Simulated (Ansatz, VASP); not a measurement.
Two plane-wave programs on ZrB2

```
CELL_PARAMETERS angstrom
3.19022 0.00000 0.00000
-1.59511 2.76281 0.00000
0.00000 0.00000 3.57014
ATOMIC_POSITIONS crystal
Zr 0.00000 0.00000 0.00000
B 0.33333 0.66667 0.50000
B 0.66667 0.33333 0.50000
```

Alike in both runs: functional PBE; k mesh 12 × 12 × 10; occupations gaussian, width 0.05 eV; no spin polarisation.

Ansatz relaxed the structure, and its values are those at the end. VASP's run is a single point on that final structure, the one shown.

|  | VASP | Ansatz |
| --- | --- | --- |
| version | VASP 6.6.1 | Ansatz 0.2.0 |
| potentials or method | VASP PAW PBE potentials, release 64 (Zr_sv, B) | scalar-relativistic, plane waves, PAW |
| plane-wave cutoff (eV) | 520 | 420 |
| valence electrons in the cell | 18 | 18 |

Ansatz gave:

```
gap on the k mesh at the Fermi level (eV) : none
pressure (GPa)                            : -4.5
```

**Question.** Estimate VASP's values.

**Answer.** gap on the k mesh at the Fermi level (eV): none; pressure (GPa): -4.4.

A gap of «none» marks a metal or a gap that the smearing closes. The functional is the same, so the differences come from potentials, cutoffs and numerics.
